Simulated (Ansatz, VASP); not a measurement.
**One calculation of ZnO (zincite), two programs**

Contents of INCAR:

```
PREC     = Accurate       # precision mode
ENCUT    = 600            # plane-wave cutoff, eV
EDIFF    = 1E-7           # SCF threshold, eV
ISMEAR   = 0              # smearing method
SIGMA    = 0.02           # smearing width, eV
LREAL    = F              # projectors in reciprocal space
LASPH    = T              # aspherical terms in the spheres
NELM     = 100            # most SCF steps
ALGO     = Normal         # electronic algorithm
ISIF     = 4              # what is computed and relaxed
LWAVE    = F              # write WAVECAR
LCHARG   = F              # write CHGCAR
GGA      = PE             # functional
IBRION   = 2              # ionic algorithm
NSW      = 50             # ionic steps
EDIFFG   = -0.01          # ionic threshold
```

Contents of KPOINTS:

```
regular mesh
0
Gamma
  9 9 6
```

POSCAR

```
ZnO
1.0
    3.2125389491      0.0000000000      0.0000000000
   -1.6062694745      2.7821403406      0.0000000000
    0.0000000000      0.0000000000      5.1852176653
Zn O
2 2
Direct
    0.3333333333      0.6666666667      0.4999685893
    0.6666666667      0.3333333333     -0.0000314107
    0.6666666667      0.3333333333      0.3790414107
    0.3333333333      0.6666666667      0.8790414107
```

Input for Ansatz:

```yaml
crystal:
  lattice:
    - [3.2125389491, 0.0, 0.0]
    - [-1.6062694745, 2.7821403406, 0.0]
    - [0.0, 0.0, 5.1852176653]
  atoms:
    - { symbol: Zn, position: [0.3333333333, 0.6666666667, 0.4999685893] }
    - { symbol: Zn, position: [0.6666666667, 0.3333333333, -3.14107e-05] }
    - { symbol: O, position: [0.6666666667, 0.3333333333, 0.3790414107] }
    - { symbol: O, position: [0.3333333333, 0.6666666667, 0.8790414107] }
basis:
  ecutwfc: 420
kpoints:
  mp_grid: { grid: [9, 9, 6] }
hamiltonian:
  xc: pbe
scf:
  occupations: { method: gaussian, width: 0.02 }
output:
  forces: true
  stress: true
  eigenvalues: true
relax:
  adjacent_minimum: "off"
  f_tol: 0.01
  max_steps: 30
  cell: { stress_tol: 0.1, fix: [volume] }
```

Alike in both runs: task relaxation of shape and atoms at fixed volume; functional PBE; k mesh 9 × 9 × 6; occupations gaussian, width 0.02 eV; no spin polarisation.

|  | VASP | Ansatz |
| --- | --- | --- |
| version | VASP 6.6.1 | Ansatz 0.2.0 |
| potentials or method | VASP PAW PBE potentials, release 64 (Zn, O) | scalar-relativistic, plane waves, PAW |
| plane-wave cutoff (eV) | 600 | 420 |
| valence electrons in the cell | 36 | 36 |

Ansatz gave:

```
gap on the k mesh at the Fermi level, each at its own relaxed structure (eV) : 0.83
relaxed volume (Å³/atom)                                                     : 11.59
relaxed cell length with the largest relative difference (Å)                 : 5.185
```

Question: What did VASP give for the same quantities?

Answer: gap on the k mesh at the Fermi level, each at its own relaxed structure (eV): 0.82; relaxed volume (Å³/atom): 11.59; relaxed cell length with the largest relative difference (Å): 5.185.

Caveats: the relaxation stopped at its first step, so nothing moved. A hybrid or GW would open this gap; PBE tends to underestimate it.
